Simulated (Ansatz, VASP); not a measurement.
**Two plane-wave programs on BAs**

```
B As
1.0
     5.82186    0.00000    0.00000
     0.00000    5.82186    0.00000
     0.00000    0.00000    3.29143
B As
4 4
Direct
  0.67146 0.67146 0.50000
  0.17146 0.82854 0.25000
  0.32854 0.32854 0.00000
  0.82854 0.17146 0.75000
  0.82608 0.82608 0.00000
  0.32608 0.67392 0.75000
  0.17392 0.17392 0.50000
  0.67392 0.32608 0.25000
```

Alike in both runs: functional PBE; k mesh 4 × 4 × 6; occupations gaussian, width 0.1 eV; no spin polarisation.

Ansatz relaxed the structure, and its values are those at the end. VASP's run is a single point on that final structure, the one shown.

|  | VASP | Ansatz |
| --- | --- | --- |
| version | VASP 6.6.1 | Ansatz 0.2.0 |
| potentials or method | VASP PAW PBE potentials, release 64 (B, As) | scalar-relativistic, plane waves, PAW |
| plane-wave cutoff (eV) | 520 | 420 |
| valence electrons in the cell | 32 | 72 |

```csv
,VASP,Ansatz,Ansatz less VASP
pressure (GPa),0.7,0.2,-0.50
rms of the force components (eV/Å),0.006,0.001,-0.0055
```

With one functional, cell and mesh, what is left measures potentials, basis and numerics. The two sets of potentials don't hold the same shells in valence.
